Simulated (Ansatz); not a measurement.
Crystal: GaP.

```
Ga P
1.0
     0.00000    2.72525    2.72525
     2.72525    0.00000    2.72525
     2.72525    2.72525    0.00000
Ga P
1 1
Direct
  0.00000 0.00000 0.00000
  0.75000 0.75000 0.75000
```

* Program: Ansatz 0.2.0
* Task: relaxation of cell and atoms
* Functional: PBE
* Potentials or basis: all-electron LAPW, scalar-relativistic
* Basis error allowed: 0.001 eV/atom
* k mesh: 8 × 8 × 8
* Occupations: fermi-dirac, width 0.05 eV
* Spin: no spin polarisation

At the start: volume 20.24 Å³/atom.

Q: How do energy, volume and symmetry change on relaxing?

A: Over 4 steps the energy falls by 4.7 meV/atom and the volume is 20.85 Å³/atom (+3.0 %); space group F-43m (No. 216, to 0.05 Å).

Step by step:
```tsv
step	energy change (eV)	largest force (eV/Å)	volume (Å³)
1	0.0000	0.0000	40.48
2	-0.0084	0.0000	41.33
3	-0.0094	0.0000	41.70
4	-0.0094	0.0000	41.70
```

Final structure:
```cif
data_structure
_symmetry_space_group_name_H-M 'P 1'
_symmetry_Int_Tables_number 1
_cell_length_a 3.8925
_cell_length_b 3.8925
_cell_length_c 3.8925
_cell_angle_alpha 60.000
_cell_angle_beta 60.000
_cell_angle_gamma 60.000
_cell_volume 41.70
loop_
_atom_site_label
_atom_site_type_symbol
_atom_site_fract_x
_atom_site_fract_y
_atom_site_fract_z
_atom_site_occupancy
Ga1 Ga 0.00000 0.00000 0.00000 1
P1 P 0.75000 0.75000 0.75000 1
```
